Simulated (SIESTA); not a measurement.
**CoO under changes of volume**

One of the cells (11.411 Å³/atom); the others are scaled copies at fixed shape and fractional positions:

```
CELL_PARAMETERS angstrom
1.60222 0.92504 2.56647
-1.60222 0.92504 2.56647
0.00000 -1.85008 2.56647
ATOMIC_POSITIONS crystal
Co 0.99898 0.99898 0.99898
O 0.75102 0.75102 0.75102
```

Measurements of this composition are mostly on another form, of space group No. 225.

| Property | Result |
| --- | --- |
| Program | SIESTA 5.4.2 |
| Functional | LDA |
| Potentials or basis | PseudoDojo 0.4 standard (LDA files) |
| Basis | DZP (energy shift 0.003 Ry; two zetas on semicore shells) |
| Grid cutoff | 800 Ry |
| Energy shift | 0.003 Ry |
| k mesh | 8 × 8 × 8 |
| Occupations | fermi-dirac, width 0.05 eV |
| Spin | collinear spin, ferromagnetic start |
| Starting moments | [2.0, 0.0] μB |

```tsv
volume (Å³/atom)	energy over the lowest point (meV/atom)	pressure (GPa)	moment (μB per cell)	largest force (eV/Å)
10.727	0.00	-12.9	1.81	0.322
10.955	?	?	?	?
11.183	39.39	-13.8	2.40	0.257
11.411	59.71	-14.9	2.57	0.226
11.640	81.73	-16.2	2.70	0.195
11.868	105.59	-17.6	2.79	0.177
12.096	131.70	-19.2	2.84	0.161
```

Problem. What does the run at 10.955 Å³/atom give?

Solution. Energy over the lowest point 19.89 meV/atom; pressure -13.3 GPa; moment 2.13 μB per cell; largest force 0.285 eV/Å.

Worked out: A Birch-Murnaghan fit of order 3 (a polynomial in V^(-2/3)) to the other rows has no minimum within the range. It gives 19.69 meV/atom at 10.955 Å³/atom, against the run's 19.89, and -dE/dV = -13.7 GPa, against -13.3. A parabola through the other rows of the moment, of slope 1.23 μB per Å³/atom there, gives 2.12 μB, against the run's 2.13.

Energies are extrapolated to zero smearing.

Caveats: short orbitals over semicore shells can move pressures by several GPa; the basis of atomic orbitals isn't converged, which shifts pressures, moduli and gaps; a cell with one magnetic atom can't hold antiferromagnetic order, which such compounds often take.
